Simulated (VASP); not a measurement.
# Lu (P6_3/mmc) in VASP: a series of runs

One crystal, Lu, is run at these levels: PBE; tasks: relaxation of cell and atoms.

Program: VASP 6.6.1. These are calculated values, not measurements. Logs are shortened: lines on timing, memory, paths and dates and some standing lists are left out, and cuts for length are marked.

## Step 1: The crystal as given

It takes space group P6_3/mmc (No. 194, hexagonal). Conventional cell: a = 3.503 Å, b = 3.503 Å, c = 5.551 Å, α = 90.00°, β = 90.00°, γ = 120.00°. Lu (site symmetry -6m2) is surrounded by 12 Lu at 3.43 to 3.50 Å.

## Step 2: Relaxation of cell and atoms, PBE

Contents of INCAR:

```
PREC = Accurate
ENCUT = 520
EDIFF = 1E-6
ISMEAR = 0
SIGMA = 0.1
LREAL = F
LASPH = T
NELM = 120
ALGO = Normal
ISIF = 3
LWAVE = F
LCHARG = F
GGA = PE
IBRION = 2
NSW = 90
EDIFFG = -0.01
```

Contents of KPOINTS:

```
Automatic mesh
0
Gamma
  14 14 8
```

Contents of POSCAR:

```
Lu
1.0
    3.5031000000      0.0000000000      0.0000000000
   -1.7515500000      3.0337735900      0.0000000000
    0.0000000000      0.0000000000      5.5509000000
Lu
2
Direct
    0.3333333300      0.6666666700      0.2500000000
    0.6666666700      0.3333333300      0.7500000000
```

Potentials or basis: VASP PAW PBE potentials, release 64 (Lu).

Launch:

```sh
cat potpaw_PBE.64/Lu/POTCAR > POTCAR
mpirun -np 1 vasp_std > vasp.out
```

OUTCAR:

```text
PREC = Accurate
   ENCUT = 520
   EDIFF = 1E-6
   ISMEAR = 0
   LREAL = F
   LASPH = T
   NELM = 120
   ISIF = 3
   GGA = PE
   IBRION = 2
   NSW = 90
   EDIFFG = -0.01

 ion  position               nearest neighbor table
   1  0.333  0.667  0.250-   2 3.43   2 3.43   2 3.43   2 3.43   2 3.43   2 3.43
   2  0.667  0.333  0.750-   1 3.43   1 3.43   1 3.43   1 3.43   1 3.43   1 3.43

  LATTYP: Found a hexagonal cell.
 ALAT       =     3.5031000000
 C/A-ratio  =     1.5845679541

  Lattice vectors:

 A1 = (   3.5031000000,   0.0000000000,   0.0000000000)
 A2 = (  -1.7515500000,   3.0337735900,   0.0000000000)
 A3 = (   0.0000000000,   0.0000000000,   5.5509000000)

Analysis of symmetry for initial positions (statically):
=====================================================================
 Subroutine PRICEL returns:
 Original cell was already a primitive cell.

 Routine SETGRP: Setting up the symmetry group for a
 hexagonal supercell.

 Subroutine GETGRP returns: Found 24 space group operations
 (whereof 12 operations were pure point group operations)
 out of a pool of 24 trial point group operations.

The static configuration has the point symmetry D_3d.
 The point group associated with its full space group is D_6h.

Analysis of symmetry for dynamics (positions and initial velocities):
=====================================================================
 Subroutine PRICEL returns:
 Original cell was already a primitive cell.

 Routine SETGRP: Setting up the symmetry group for a
 hexagonal supercell.

 Subroutine GETGRP returns: Found 24 space group operations
 (whereof 12 operations were pure point group operations)
 out of a pool of 24 trial point group operations.

The dynamic configuration has the point symmetry D_3d.
 The point group associated with its full space group is D_6h.

 Subroutine INISYM returns: Found 24 space group operations
 (whereof 12 operations are pure point group operations),
 and found     1 'primitive' translations

----------------------------------------------------------------------------------------

                                     Primitive cell

  volume of cell :      58.9928

  direct lattice vectors                    reciprocal lattice vectors
     3.503100000  0.000000000  0.000000000     0.285461448  0.164811244  0.000000000
    -1.751550000  3.033773590  0.000000000     0.000000000  0.329622488  0.000000000
     0.000000000  0.000000000  5.550900000     0.000000000  0.000000000  0.180150967

  length of vectors
     3.503100000  3.503099998  5.550900000     0.329622488  0.329622488  0.180150967

  position of ions in fractional coordinates (direct lattice)
     0.333333330  0.666666670  0.250000000
     0.666666670  0.333333330  0.750000000

  ion indices of the primitive-cell ions
   primitive index   ion index
                 1           1
                 2           2

----------------------------------------------------------------------------------------

 KPOINTS: Automatic mesh

Automatic generation of k-mesh.
 Grid dimensions read from file:
 generate k-points for:   14   14    8

 Generating k-lattice:

  Cartesian coordinates                     Fractional coordinates (reciprocal lattice)
     0.020390103  0.011772232  0.000000000     0.071428571  0.000000000  0.000000000
     0.000000000  0.023544463  0.000000000     0.000000000  0.071428571  0.000000000
     0.000000000  0.000000000  0.022518871     0.000000000  0.000000000  0.125000000

  Length of vectors
     0.023544463  0.023544463  0.022518871

  Shift w.r.t. Gamma in fractional coordinates (k-lattice)
     0.000000000  0.000000000  0.000000000

 Subroutine IBZKPT returns following result:
 ===========================================

 Found    120 irreducible k-points:

 Following reciprocal coordinates:
            Coordinates               Weight
  0.000000  0.000000  0.000000      1.000000
  0.071429  0.000000  0.000000      6.000000
  0.142857 -0.000000  0.000000      6.000000
  0.214286 -0.000000  0.000000      6.000000
  0.285714  0.000000  0.000000      6.000000
  0.357143  0.000000  0.000000      6.000000
[... 16 lines left out ...]
  0.285714  0.285714  0.000000      6.000000
  0.357143  0.285714  0.000000      6.000000
 [... further k-points ...]
   k-points           NKPTS =    120   k-points in BZ     NKDIM =    120   number of bands    NBANDS=     30
   number of dos      NEDOS =    301   number of ions     NIONS =      2
   total plane-waves  NPLWV =  32928
   dimension x,y,z NGX =    28 NGY =   28 NGZ =   42
   dimension x,y,z NGXF=    56 NGYF=   56 NGZF=   84
   ions per type =               2
   NGX,Y,Z   is equivalent  to a cutoff of  13.29, 13.29, 12.58 a.u.
   NGXF,Y,Z  is equivalent  to a cutoff of  26.58, 26.58, 25.16 a.u.
 SYSTEM =  unknown system
   PREC   = accura    normal or accurate (medium, high low for compatibility)
   ISTART =      0    job   : 0-new  1-cont  2-samecut
   ICHARG =      2    charge: 1-file 2-atom 10-const
   ISPIN  =      1    spin polarized calculation?
   LNONCOLLINEAR =      F non collinear calculations
   LSORBIT =      F    spin-orbit coupling
   LASPH  =      T    aspherical Exc in radial PAW
   ENCUT  =  520.0 eV  38.22 Ry    6.18 a.u.   6.51  6.51 10.32*2*pi/ulx,y,z
   NELM   =    120;   NELMIN=  2; NELMDL= -5     # of ELM steps
   EDIFF  = 0.1E-05   stopping-criterion for ELM
   LREAL  =      F    real-space projection
   EDIFFG = -.1E-01   stopping-criterion for IOM
   NSW    =     90    number of steps for IOM
   IBRION =      2    ionic relax: 0-MD 1-quasi-New 2-CG
   NFREE  =      1    steps in history (QN), initial steepest desc. (CG)
   ISIF   =      3    stress and relaxation
   ISYM   =      2    0-nonsym 1-usesym 2-fastsym
   POTIM  = 0.5000    time-step for ionic-motion
   TEBEG  =    0.0;   TEEND  =   0.0 temperature during run
   PSTRESS=    0.0 pullay stress
   NELECT =      50.0000    total number of electrons
   NUPDOWN=      -1.0000    fix difference up-down
   EMIN   =  10.00;   EMAX   =-10.00  energy-range for DOS
   EFERMI =   0.00;   METHOD = LEGACY
   ISMEAR =     0;   SIGMA  =   0.10  broadening in eV -4-tet -1-fermi 0-gaus
   EFERMI_NEDOS =   21; number of points for ismear=-14 and -15
   IALGO  =     38    algorithm
   IMIX   =      4    mixing-type and parameters
     AMIX     =   0.40;   BMIX     =  1.00
     AMIX_MAG =   1.60;   BMIX_MAG =  1.00
  volume/ion in A,a.u.               =      29.50       199.05
  Fermi-wavevector in a.u.,A,eV,Ry     =   1.549287  2.927727 32.657919  2.400289
  Thomas-Fermi vector in A             =   2.654115
   LORBIT       =      0    0 simple, 1 ext, 2 COOP (PROOUT), +10 PAW based schemes
   GGA     = PE    functional components
   LHFCALC =     F    Hartree Fock is set to
   AEXX    =    0.0000 exact exchange contribution
   IVDW    =     0    specifies the selected vdW correction
   LEPSILON=     F    determine dielectric tensor
   LRPA    =     F    only Hartree local field effects (RPA)
 conjugate gradient relaxation of ions
 non-spin polarized calculation
 Gauss-broadening in eV      SIGMA  =   0.10
  energy-cutoff  :      520.00
  volume of cell :       58.99
 maximum number of plane-waves:      1640
 NGX is ok and might be reduce to    28
   NGX = 13   NGY = 13   NGZ = 21

--------------------------------------- Ionic step        1  -------------------------------------------

 number of electron      49.9999998 magnetization

 Free energy of the ion-electron system (eV)
  ---------------------------------------------------
  ext. energy  EPLUGINS =         0.00000000
  ---------------------------------------------------
  free energy    TOTEN  =        -9.04786448 eV

  energy without entropy =       -9.03093974  energy(sigma->0) =       -9.03940211

------------------------ aborting loop because EDIFF is reached ----------------------------------------

  FORCE on cell =-STRESS in cart. coord.  units (eV):
  Direction    XX          YY          ZZ          XY          YZ          ZX
  --------------------------------------------------------------------------------------
  -------------------------------------------------------------------------------------
  Total        0.0615130      0.0615130     -0.3574845      0.0000000     -0.0000000     -0.0000000
  in kB        1.6706230      1.6706230     -9.7088698      0.0000000     -0.0000000     -0.0000000
  external PRESSURE =      -2.1225413 kB  Pullay stress =       0.0000000 kB
[... 89 lines left out ...]
  FREE ENERGIE OF THE ION-ELECTRON SYSTEM (eV)
  ---------------------------------------------------
  free  energy   TOTEN  =        -9.0508512449 eV

  energy  without entropy=       -9.0349100725  energy(sigma->0) =       -9.04288066

[... ionic steps 4 to 18 ...]

--------------------------------------- Ionic step       19  -------------------------------------------

 number of electron      49.9999993 magnetization

------------------------ aborting loop because EDIFF is reached ----------------------------------------

  FORCE on cell =-STRESS in cart. coord.  units (eV):
  Direction    XX          YY          ZZ          XY          YZ          ZX
  --------------------------------------------------------------------------------------
  -------------------------------------------------------------------------------------
  Total        0.0965641      0.0965641      0.0668560      0.0000000      0.0000000      0.0000000
  in kB        2.6554341      2.6554341      1.8384859      0.0000000      0.0000000      0.0000000
  external PRESSURE =       2.3831180 kB  Pullay stress =       0.0000000 kB
[... 57 lines left out ...]
  energy  without entropy=       -9.0351869677  energy(sigma->0) =       -9.04320761

--------------------------------------- Ionic step       21  -------------------------------------------

 number of electron      49.9999993 magnetization

 Free energy of the ion-electron system (eV)
  ---------------------------------------------------
  ext. energy  EPLUGINS =         0.00000000
  ---------------------------------------------------
  free energy    TOTEN  =        -9.05122850 eV

  energy without entropy =       -9.03518877  energy(sigma->0) =       -9.04320863

 E-fermi :   2.2193     XC(G=0): -10.6599

 val. band max:        2.2160744967   @ k =   0.4286   0.1429   0.3750
 cond. band min:       2.2299950112   @ k =   0.4286   0.1429   0.3750
 fundamental gap:      0.0139205145
 Fermi energy:         2.2192999985

 k-point     1 :       0.0000    0.0000    0.0000
  band No.  band energies     occupation
      1     -53.9742      2.00000
      2     -53.9382      2.00000
      3     -24.9209      2.00000
      4     -24.4936      2.00000
      5     -24.4936      2.00000
      6     -24.4077      2.00000
[... 781 lines left out ...]
     29       4.9046      0.00000
     30       7.1281      0.00000

 [... further k-points ...]

------------------------ aborting loop because EDIFF is reached ----------------------------------------

  FORCE on cell =-STRESS in cart. coord.  units (eV):
  Direction    XX          YY          ZZ          XY          YZ          ZX
  --------------------------------------------------------------------------------------
  -------------------------------------------------------------------------------------
  Total        0.0101560      0.0101560      0.0199892      0.0000000      0.0000000      0.0000000
  in kB        0.2791493      0.2791493      0.5494241      0.0000000      0.0000000      0.0000000
  external PRESSURE =       0.3692409 kB  Pullay stress =       0.0000000 kB
[... 17 lines left out ...]
  FREE ENERGIE OF THE ION-ELECTRON SYSTEM (eV)
  ---------------------------------------------------
  free  energy   TOTEN  =        -9.0512284964 eV

  energy  without entropy=       -9.0351887698  energy(sigma->0) =       -9.04320863

 reached required accuracy - stopping structural energy minimisation
```

It took 42 min on 1 thread of Intel Xeon Platinum 8488C (Sapphire Rapids), shared host; peak memory 0.33 GiB.

Results:

```yaml
Free_energy: -9.0512 eV
Relaxed_volume: 29.15 Å³/atom
Relaxed_cell: a = 3.509 Å, b = 3.509 Å, c = 5.466 Å, α = 90.00°, β = 90.00°, γ = 120.00°
Space_group_after_relaxing_to_0.05_Å: P6_3/mmc (No. 194)
Energy_gained_by_relaxing: 1.7 meV/atom
Ionic_steps: 21
Pressure_after_relaxing: 0.0 GPa
Band_gap_on_the_k_mesh: none (metal or under the smearing width)
```

Step by step:
```tsv
step	energy change (eV)	largest force (eV/Å)	pressure (GPa)	volume (Å³)
1	0.0000	0.0000	-0.21	58.99
2	-0.0028	0.0000	-0.47	58.66
3	-0.0030	0.0000	-0.17	58.24
4	-0.0033	0.0000	0.09	58.35
5	-0.0033	0.0000	-0.10	58.50
6	-0.0033	0.0000	-0.27	58.44
7	-0.0033	0.0000	-0.21	58.39
8	-0.0033	0.0000	-0.18	58.38
9	-0.0031	0.0000	0.21	58.01
10	-0.0033	0.0000	0.09	58.21
11	-0.0033	0.0000	0.07	58.26
12	-0.0033	0.0000	0.03	58.32
13	-0.0033	0.0000	0.00	58.34
14	-0.0033	0.0000	-0.07	58.34
15	-0.0033	0.0000	0.01	58.32
16	-0.0033	0.0000	-0.06	58.33
17	-0.0034	0.0000	-0.12	58.30
18	-0.0032	0.0000	0.00	58.21
19	-0.0034	0.0000	0.24	58.26
20	-0.0034	0.0000	0.25	58.28
21	-0.0034	0.0000	0.04	58.29
```

Final structure:
```yaml
crystal:
  lattice:
    - [3.50903, 0.00000, 0.00000]
    - [-1.75452, 3.03891, 0.00000]
    - [0.00000, 0.00000, 5.46630]
  atoms:
    - { symbol: Lu, position: [0.33333, 0.66667, 0.25000] }
    - { symbol: Lu, position: [0.66667, 0.33333, 0.75000] }
```

Levels at points of the mesh, in eV from the Fermi level:
```tsv
k point	band 23	band 24	band 25	band 26	band 27	band 28
(0.00, 0.00, 0.00)	-4.86	-2.38	0.68	2.18	2.18	2.64
(0.50, 0.00, 0.00)	-2.35	-1.39	-0.83	-0.37	1.61	1.84
(0.00, 0.00, 0.50)	-4.34	-4.34	1.23	1.23	2.08	2.08
(0.50, 0.00, 0.50)	-2.09	-2.09	0.10	0.10	1.37	1.37
```

The run has no spin-orbit coupling, so splittings on Lu are missing.

(Continued in part 2 of 2.)
